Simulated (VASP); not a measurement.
MgS: single point with HSE(alpha, omega)

Crystal: MgS.

```
S Mg
1.0
     4.03462    0.00000    0.00000
    -2.01731    3.49409    0.00000
     0.00000    0.00000    6.43229
S Mg
2 2
Cartesian
  2.0173 1.1647 5.6556
  0.0000 2.3294 2.4394
  0.0000 2.3294 6.4050
  2.0173 1.1647 3.1888
```

The cell comes from a database or a generator and needn't be the stable form of this composition.

```
Program             : VASP 6.6.1
Task                : single point
Functional          : HSE(alpha, omega)
Potentials or basis : VASP PAW PBE potentials, release 64 (S, Mg)
Cutoff              : 520 eV
k mesh              : 4 × 4 × 2
Occupations         : fermi-dirac, width 0.05 eV
Spin                : no spin polarisation
```

- Pressure: 0.3 GPa
- Largest force: 0.050 eV/Å
- Band gap on the k mesh: 4.07 eV, direct

Forces in eV/Å, atoms in the order of the input:
```
S    0.000  0.000 -0.050
S    0.000  0.000 -0.050
Mg   0.000  0.000  0.050
Mg   0.000  0.000  0.050
```

Stress tensor (GPa, compression positive):
```
0.41 0.00 0.00
0.00 0.41 0.00
0.00 0.00 0.07
```

Levels at points of the mesh, in eV from the valence-band top:
```csv
k point,band 5,band 6,band 7,band 8,band 9,band 10,band 11,band 12
"(0.00, 0.00, 0.00)",-0.62,-0.17,-0.17,0.00,4.07,5.33,8.20,8.20
"(0.50, 0.00, 0.00)",-1.98,-1.32,-0.97,-0.50,5.35,5.84,6.48,8.20
"(0.00, 0.00, 0.50)",-0.40,-0.40,-0.40,-0.40,5.57,5.57,8.35,8.35
"(0.50, 0.00, 0.50)",-0.95,-0.95,-0.85,-0.85,5.27,5.27,6.97,6.97
```

Wall time 83 s on 1 thread of Intel(R) Xeon(R) Platinum 8488C (Sapphire Rapids) (shared host), peak memory 0.29 GiB.

Caveat: the k mesh is coarse (spacing up to 0.49 Å⁻¹), so the values aren't converged, least of all with exact exchange; the PAW data sets were made with another functional, which shifts forces and pressure a little.
